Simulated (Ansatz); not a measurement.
# GaSb: a Sb atom hops into a vacancy

Aim: the barrier for Sb9 to jump 4.29 Å into the empty Sb site beside it, in a 2×2×2 supercell of GaSb with one Sb atom removed. The band relaxes its own ends first.

The COD entry's cell or inner coordinates are ideal or old and differ from later refinements, so a difference from it is no clean test against experiment.

Method: DFT PBE, plane waves, PAW, scalar-relativistic, no spin polarisation, in Ansatz 0.2.0.

## 1. The starting structure

The cell holds 15 atoms (Ga8Sb7): a = 8.615 Å, b = 8.615 Å, c = 8.615 Å, α = 60.00°, β = 60.00°, γ = 60.00°.

The empty site lies at (4.55, 4.59, 1.54) Å, and Sb9 starts at (1.52, 4.57, 4.58) Å. All atoms were shaken by about 0.02 Å to break the symmetry.

Structure file:

```xyz
15
Lattice="0.0000 6.0915 6.0915 6.0915 0.0000 6.0915 6.0915 6.0915 0.0000" Properties=species:S:1:pos:R:3 pbc="T T T"
Ga   -0.0275   -0.0242   -0.0141
Sb    1.4911    1.5143    1.5352
Ga    3.0373    3.0541   -0.0154
Ga    3.0713   -0.0193    3.0385
Sb    4.5614    1.5390    4.5828
Ga    6.0794    3.0740    3.0689
Sb    7.6153    4.5787    4.5979
Ga    0.0197    3.0363    3.0212
Sb    1.5157    4.5663    4.5771
Ga    3.0227    6.1152    3.0509
Sb    4.5622    7.5828    4.5727
Ga    3.0526    3.0462    6.1247
Sb    4.6155    4.5572    7.6039
Ga    6.0940    6.0656    6.1032
Sb    7.6269    7.6048    7.6250
```

## 2. Nudged elastic band

crystal.atoms is the first end and neb.final_atoms the second, which differs in Sb9 alone.

Input file input.yaml:

```yaml
crystal:
  lattice:
    - [0.0, 6.091522, 6.091522]
    - [6.091522, 0.0, 6.091522]
    - [6.091522, 6.091522, 0.0]
  atoms:
    - { symbol: Ga, position: [-0.00088884, -0.00142374, -0.00308283] }
    - { symbol: Sb, position: [0.12792032, 0.12410572, 0.12066992] }
    - { symbol: Ga, position: [0.00012212, -0.00264261, 0.50124618] }
    - { symbol: Ga, position: [-0.00427256, 0.50308486, 0.0011065] }
    - { symbol: Sb, position: [0.12807616, 0.62424838, 0.12456706] }
    - { symbol: Ga, position: [0.00521542, 0.49858684, 0.49941891] }
    - { symbol: Sb, position: [0.12815066, 0.62664498, 0.62350166] }
    - { symbol: Ga, position: [0.49558557, 0.00038338, 0.00285852] }
    - { symbol: Sb, position: [0.62608667, 0.12529914, 0.12352962] }
    - { symbol: Ga, position: [0.50426298, -0.00341216, 0.49962994] }
    - { symbol: Sb, position: [0.62327012, 0.12738855, 0.62154933] }
    - { symbol: Ga, position: [0.50219415, 0.50325309, -0.00212551] }
    - { symbol: Sb, position: [0.61934797, 0.62892823, 0.12876872] }
    - { symbol: Ga, position: [0.49862576, 0.50328505, 0.49712025] }
    - { symbol: Sb, position: [0.62405665, 0.62767855, 0.6243733] }
kpoints:
  mp_grid: { grid: [2, 2, 2] }
magnetization:
  spin_polarized: false
scf:
  occupations: { method: fermi_dirac, width: 0.1 }
hamiltonian:
  pseudopotentials: { kind: paw }
  xc: pbe
basis:
  ecutwfc: 420
neb:
  images: 3
  relax_end_points: true
  climbing: true
  f_tol: 0.1
  max_iterations: 40
  order_check: false
  final_atoms:
    - { symbol: Ga, position: [-0.00088884, -0.00142374, -0.00308283] }
    - { symbol: Sb, position: [0.12792032, 0.12410572, 0.12066992] }
    - { symbol: Ga, position: [0.00012212, -0.00264261, 0.50124618] }
    - { symbol: Ga, position: [-0.00427256, 0.50308486, 0.0011065] }
    - { symbol: Sb, position: [0.12807616, 0.62424838, 0.12456706] }
    - { symbol: Ga, position: [0.00521542, 0.49858684, 0.49941891] }
    - { symbol: Sb, position: [0.12815066, 0.62664498, 0.62350166] }
    - { symbol: Ga, position: [0.49558557, 0.00038338, 0.00285852] }
    - { symbol: Sb, position: [0.12958942, 0.12316504, 0.623238] }
    - { symbol: Ga, position: [0.50426298, -0.00341216, 0.49962994] }
    - { symbol: Sb, position: [0.62327012, 0.12738855, 0.62154933] }
    - { symbol: Ga, position: [0.50219415, 0.50325309, -0.00212551] }
    - { symbol: Sb, position: [0.61934797, 0.62892823, 0.12876872] }
    - { symbol: Ga, position: [0.49862576, 0.50328505, 0.49712025] }
    - { symbol: Sb, position: [0.62405665, 0.62767855, 0.6243733] }
```

Started as:

```bash
$ ansatz run input.yaml --threads 4 --pin off --max-ram 8192MiB --backend cpu --events-out ev --progress --plain --runs-dir out
```

The program printed, shortened:

```text
Warning: neb: disabling space-group detection — the band's intermediate images generally break the endpoint symmetry, so no spatial operation reduces the k-mesh or symmetrises the density, except that a semilocal band can use its path's symmetry ahead of convergence; time reversal is [...]
Warning: RAYON_NUM_THREADS=4 ignored (pool sized by the plan → 4); use --threads N
[...]
Pseudopotentials: kind: paw
Pseudopotential: Ga, paw, valence charge 13, recommended cutoff 420 eV (normal), Ga.paw.azcp
Pseudopotential: Sb, paw, valence charge 15, recommended cutoff 420 eV (normal), Sb.paw.azcp
Functional definition: PBE
[...]
parallel-image band execution: 3 concurrent image workers
NEB image 0
Crystal: 15 atoms, lattice volume = 452.072 Å³
Basis set: ecut = 420 eV, 8801 PW (Γ), exchange–correlation on 120×120×120 points (8 copies of the dense FFT grid, shifted against one another)
Bands: 126, of which v1, the nominal top of the filled ones, is band 105 counted from 1 (104 counted from 0)
Symmetry: 1 space group operations
k-points: 8
[...]
SCF iter   1: F=—  HF=-75654.689441 eV  |F-HF|=—  |Δ(HF+E_count)|=         —  Δρ=2.28e-3  dr2=3.56e-2  ethr=1.77e-3  ⟨swp⟩=6.0  Hψ=3722  notcnv=0  defer=2
[...]
NSCF: frozen V_eff on 8 k-points
NEB image 4
[...]
NSCF: frozen V_eff on 8 k-points
NEB end point (image 0): max|allowed force component| = 4.510e-1 eV/Å (the criterion of neb.relax_end_points is 2.000e-2)
NEB end point (image 4): max|allowed force component| = 6.393e-1 eV/Å (the criterion of neb.relax_end_points is 2.000e-2)
NEB image 0, for its relaxation
[...]
NEB image 0, for its relaxation
[...]
NEB image 0, for its relaxation
SCF iter   1: F=—  HF=-75655.210298 eV  |F-HF|=—  |Δ(HF+E_count)|=         —  Δρ=7.91e-3  dr2=1.97e-1  ethr=1.36e-3  ⟨swp⟩=5.6  Hψ=2615  notcnv=0  defer=40
```

## 3. The output, continued

Output, continued, shortened:

```text
[...]
SCF iter   2: F=—  HF=-75655.211513 eV  |F-HF|=—  |Δ(HF+E_count)|=   1.21e-3  Δρ=3.46e-3  dr2=1.55e-1  ethr=9.41e-5  ⟨swp⟩=3.0  Hψ=2198  notcnv=0  defer=42
[...]
NEB image 0, for its relaxation
[...]
NEB image 0, for its relaxation
[...]
NEB image 0
[...]
NSCF: frozen V_eff on 8 k-points
NEB end point (image 0): relaxed in 33 SCF iterations, 0.518171 eV lower, largest move of an atom 0.383 Å; not tested for a saddle point
NEB image 4, for its relaxation
[...]
NEB image 4, for its relaxation
[...]
NEB image 4, for its relaxation
[...]
NEB image 4, for its relaxation
[...]
NEB image 4, for its relaxation
[...]
NEB image 4
[...]
NSCF: frozen V_eff on 8 k-points
NEB end point (image 4): relaxed in 31 SCF iterations, 0.532691 eV lower, largest move of an atom 0.387 Å; not tested for a saddle point
NEB image 1
SCF iter   1: F=—  HF=-75646.408371 eV  |F-HF|=—  |Δ(HF+E_count)|=         —  Δρ=3.07e-3  dr2=1.26e-1  ethr=1.77e-3  ⟨swp⟩=6.1  Hψ=4080  notcnv=0  defer=3
[...]
```

## 4. The log goes on

Output, continued, shortened:

```text
SCF iter   2: F=—  HF=-75646.394668 eV  |F-HF|=—  |Δ(HF+E_count)|=   1.37e-2  Δρ=1.46e-3  dr2=2.43e-2  ethr=6.04e-5  ⟨swp⟩=2.0  Hψ=2106  notcnv=0  defer=45
[...]
NEB image 2
[...]
NEB image 3
[...]
SCF iter   8: F=-75646.521143 eV  HF=-75646.521143 eV  |F-HF|=3.42e-9  |Δ(HF+E_count)|=   1.46e-7  Δρ=2.55e-6  dr2=3.82e-8  ethr=4.78e-11  ⟨swp⟩=5.0  Hψ=3813  notcnv=0
[...]
NEB iter   1: max|band force component| = 2.014e2 eV/Å  barrier→ = 52.2375 eV  barrier← = 52.2375 eV  Δτ_max = 0.1958 Å  (53 SCF iters)
[...]
NEB iter   5: max|band force component| = 7.989e0 eV/Å  barrier→ = 2.2541 eV  barrier← = 2.2541 eV  Δτ_max = 0.1954 Å  (26 SCF iters)
[...]
NEB iter   9: max|band force component| = 5.459e-1 eV/Å  barrier→ = 0.7137 eV  barrier← = 0.7137 eV  CI = image 2  Δτ_max = 0.1996 Å  (21 SCF iters)
[...]
    - { symbol: Sb, position: [0.08322790601846713, 0.6857513714450925, 0.0988727503881775] }
    - { symbol: Ga, position: [0.0321966133994285, 0.46776651931300883, 0.4844508703094824] }
    - { symbol: Sb, position: [0.1257614328250809, 0.6295081832762051, 0.6162322865036407] }
    - { symbol: Ga, position: [0.44543183305423717, -0.004026506874694524, 0.05938085687421146] }
    - { symbol: Sb, position: [0.398874199506762, 0.16315874086719123, 0.2826559860216733] }
    - { symbol: Ga, position: [0.5506090955353902, -0.05388187364296873, 0.5523223807944697] }
    - { symbol: Sb, position: [0.6327997739659372, 0.105805782015787, 0.6824588089036334] }
    - { symbol: Ga, position: [0.4577995405903884, 0.49944517699245694, 0.049282640903411945] }
    - { symbol: Sb, position: [0.6119895191798194, 0.6186426836555529, 0.15341545036223925] }
    - { symbol: Ga, position: [0.4986072662249367, 0.48231548090511056, 0.5307664910557626] }
    - { symbol: Sb, position: [0.6433895883564636, 0.5729071804416294, 0.6731378094004279] }
```

Run time: 11 min. Hardware: 4 threads of Arm Neoverse V1, shared host; peak memory 2.5 GiB.

## 5. The band, image by image

Images 0 and 4 are the ends. Energies count from image 0; the path length is the program's own measure over all atoms.

| image | path (Å) | energy (eV) | Sb9 x y z (Å) | band force (eV/Å) |
| --- | --- | --- | --- | --- |
| 0 | 0.000 | 0.0000 | 1.52 4.61 4.58 | - |
| 1 | 1.345 | 0.3803 | 1.88 4.47 4.22 | 0.051 |
| 2* | 2.690 | 0.5491 | 2.72 4.15 3.42 | 0.088 |
| 3 | 4.754 | 0.4637 | 3.84 4.29 2.26 | 0.012 |
| 4 | 6.818 | 0.0000 | 4.57 4.62 1.53 | - |

The star marks the climbing image.

image, energy (eV) and a bar:
```
        0      0.000 
        1      0.380 #####################
        2      0.549 ##############################
        3      0.464 #########################
        4      0.000
```

The top of the band by iteration:

| iteration | highest image above image 0 (eV) | largest band force (eV/Å) |
| --- | --- | --- |
| 1 | 52.2375 | 201.356 |
| 3 | 9.0517 | 32.935 |
| 5 | 2.2541 | 7.989 |
| 7 | 0.9023 | 1.187 |
| 9 | 0.7137 | 0.546 |
| 11 | 0.6042 | 0.481 |
| 13 | 0.5582 | 0.280 |
| 15 | 0.5530 | 0.063 |
| 17 | 0.5288 | 0.122 |
| 18 | 0.5491 | 0.088 |

The band as a trajectory file:

```xyz
15
Lattice="0.000 6.092 6.092 6.092 0.000 6.092 6.092 6.092 0.000" Properties=species:S:1:pos:R:3 pbc="T T T" image=0 dE=0.0000
Ga   -0.221   -0.230    0.228
Sb    1.525    1.512    1.471
Ga    3.256    3.248    0.211
Ga    3.016    0.030    3.087
Sb    4.635    1.517    4.572
Ga    5.863    3.271    2.821
Sb    7.614    4.504    4.567
Ga    0.038    3.008    3.078
Sb    1.520    4.614    4.580
Ga    3.234    5.902    2.863
Sb    4.525    7.613    4.577
Ga    3.021    3.004    6.061
Sb    4.571    4.564    7.619
Ga    6.131    6.114    6.064
Sb    7.609    7.619    7.671
15
Lattice="0.000 6.092 6.092 6.092 0.000 6.092 6.092 6.092 0.000" Properties=species:S:1:pos:R:3 pbc="T T T" image=1 dE=0.3803
Ga   -0.343   -0.736    0.354
Sb    1.540    1.235    1.276
Ga    3.248    3.235    0.260
Ga    2.998   -0.029    3.090
Sb    4.770    1.230    4.604
Ga    5.837    3.190    2.937
Sb    7.588    4.487    4.612
Ga    0.224    3.014    2.757
Sb    1.879    4.465    4.216
Ga    2.960    6.570    3.114
Sb    4.718    7.890    4.542
Ga    3.299    3.027    5.916
Sb    4.645    4.631    7.550
Ga    6.144    6.200    6.011
Sb    7.586    7.886    7.474
15
Lattice="0.000 6.092 6.092 6.092 0.000 6.092 6.092 6.092 0.000" Properties=species:S:1:pos:R:3 pbc="T T T" image=2 dE=0.5491
Ga   -0.695   -0.713    0.718
Sb    1.480    1.106    1.245
Ga    3.163    3.193    0.259
Ga    3.038   -0.060    3.052
Sb    4.780    1.109    4.684
Ga    5.800    3.147    3.046
Sb    7.588    4.520    4.601
Ga    0.337    3.075    2.689
Sb    2.716    4.152    3.424
Ga    3.036    6.719    3.026
Sb    4.802    8.012    4.499
Ga    3.343    3.089    5.831
Sb    4.703    4.662    7.496
Ga    6.171    6.270    5.975
Sb    7.590    8.020    7.409
15
Lattice="0.000 6.092 6.092 6.092 0.000 6.092 6.092 6.092 0.000" Properties=species:S:1:pos:R:3 pbc="T T T" image=3 dE=0.4637
Ga   -0.458   -0.468    0.471
Sb    1.390    1.205    1.533
Ga    2.838    2.944    0.098
Ga    3.176   -0.190    2.922
Sb    4.538    1.204    4.733
Ga    5.986    2.934    3.292
Sb    7.601    4.588    4.589
Ga    0.570    3.290    3.208
Sb    3.843    4.289    2.260
Ga    3.221    6.774    2.863
Sb    4.742    7.956    4.640
Ga    2.864    3.294    5.545
Sb    4.711    4.364    7.476
Ga    6.072    6.164    6.107
Sb    7.517    7.958    7.458
15
Lattice="0.000 6.092 6.092 6.092 0.000 6.092 6.092 6.092 0.000" Properties=species:S:1:pos:R:3 pbc="T T T" image=4 dE=0.0000
Ga    0.222   -0.226   -0.218
Sb    1.463    1.516    1.528
Ga    3.074    3.012    0.043
Ga    3.075    0.032    3.022
Sb    4.568    1.518    4.634
Ga    6.054    3.012    3.023
Sb    7.612    4.566    4.577
Ga    0.204    3.250    3.259
Sb    4.571    4.623    1.526
Ga    2.842    5.889    3.254
Sb    4.567    7.614    4.526
Ga    2.832    3.255    5.886
Sb    4.564    4.513    7.622
Ga    6.057    6.121    6.133
Sb    7.664    7.616    7.621
```

## 6. Results

| quantity | value |
| --- | --- |
| relaxation of the ends | 0.518 eV lower, moves up to 0.38 Å; 0.533 eV lower, moves up to 0.39 Å |
| barrier forwards | 0.55 eV |
| barrier backwards | 0.55 eV |
| second end relative to first | 0.000 eV |
| highest image | 2 of 0 to 4, climbing |
| band iterations | 18 |

What this shows: Along this path the system climbs 0.55 eV from the first end (21 kT at 300 K); with a typical attempt rate of 10^13 per second that is roughly 10^4 events a second. Both ends agree in energy to 1 meV. The input switches the test of curvatures off, so the top was not shown to be a first-order saddle. The top still moved by 20 meV in the last iteration, which bounds the digits to trust. In 15 atoms the vacancy feels its images, and neither cell size nor mesh was tested.
